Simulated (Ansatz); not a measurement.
Task: a comparison of enthalpies under pressure of two structures of Cd, with Ansatz 0.2.0, Python API. Give the script and its output. Settings (first run): PBE, PAW, cutoff 500 eV, 16×16×16 k-points, Fermi-Dirac smearing of 0.1 eV.

The script, `cd_transition.py`:
```python
from dataclasses import dataclass
import csv

import ansatz
import numpy as np


@dataclass
class Options:
    xc: str = "pbe"
    cutoff_ev: int = 500
    k_spacing: float = 0.16
    occupations: str = "fermi_dirac"
    sigma: float = 0.1


cfg = Options()


def bcc(first, a):
    return (
        ansatz.Lattice.bcc(a)
        .space_group(229)
        .atom(first, (0, 0, 0))
        .primitive()
    )


def diamond(first, a):
    return (
        ansatz.Lattice.fcc(a)
        .space_group(227, origin_choice=1)
        .atom(first, (0, 0, 0))
        .primitive()
    )


def compute(name, crystal, pressure=0.0):
    calc = (
        crystal.calculation()
        .functional(cfg.xc)
        .basis(cfg.cutoff_ev)
        .kpoints(spacing=cfg.k_spacing)
        .occupations(cfg.occupations, width=cfg.sigma)
    )
    calc = calc.relax(force_tolerance=0.03, max_steps=40, cell=True, pressure=pressure)
    return calc.run(threads=1, backend="cpu")


def volume_per_atom(outcome):
    return abs(np.linalg.det(outcome.lattice.cell_ang)) / len(outcome.lattice.sites)


def main() -> None:
    phases = {}
    phases["bcc"] = bcc("Cd", 3.51)
    phases["diamond"] = diamond("Cd", 6.08)

    pressures = [0, 5, 10, 20]
    enthalpy, volume = {name: [] for name in phases}, {name: [] for name in phases}
    for p in pressures:
        for name, crystal in phases.items():
            o = compute(name, crystal, pressure=p)
            volume[name].append(volume_per_atom(o))
            enthalpy[name].append(o.report["energy_sigma0_ev"] / len(o.lattice.sites) + p * volume[name][-1] / 160.21766)
    gap = np.array(enthalpy["diamond"]) - np.array(enthalpy["bcc"])
    rows = [(p, va, vb, 1000 * d) for p, va, vb, d in zip(pressures, volume["bcc"], volume["diamond"], gap)]
    with open("transition.csv", "w", newline="") as handle:
        writer = csv.writer(handle)
        writer.writerow(["P (GPa)", "V bcc (A^3/atom)", "V diamond (A^3/atom)", "H(diamond) - H(bcc) (meV/atom)"])
        writer.writerows([round(v, 4) if isinstance(v, float) else v for v in row] for row in rows)
    print(open("transition.csv").read())
    crossings = [p0 - g0 * (p1 - p0) / (g1 - g0) for p0, p1, g0, g1 in zip(pressures, pressures[1:], gap, gap[1:]) if g0 * g1 < 0]
    print("crossing near", [round(float(p), 1) for p in crossings], "GPa") if crossings else print("no crossing in this range")


if __name__ == "__main__":
    main()
```

```console
$ python cd_transition.py
P (GPa),V bcc (A^3/atom),V diamond (A^3/atom),H(diamond) - H(bcc) (meV/atom)
0,23.3421,37.436,275.6916
5,21.1808,30.9092,631.1037
10,19.862,28.0507,908.0037
20,18.1622,24.8525,1365.2523

no crossing in this range
```

Notes:
- At a fixed pressure a relaxation lowers the enthalpy F + PV, while F alone can rise.
- Only these two structures are compared, at zero temperature and with their symmetry kept; either may be hypothetical, and another phase may be lower than both. Differences under 10 to 15 meV an atom lie within the error of mesh and functional.
- The cells are prototypes set up for this calculation and needn't exist.
- Finished in 2.4 min on 1 thread of Arm Neoverse V2, on a shared host, peak memory 0.56 GiB.
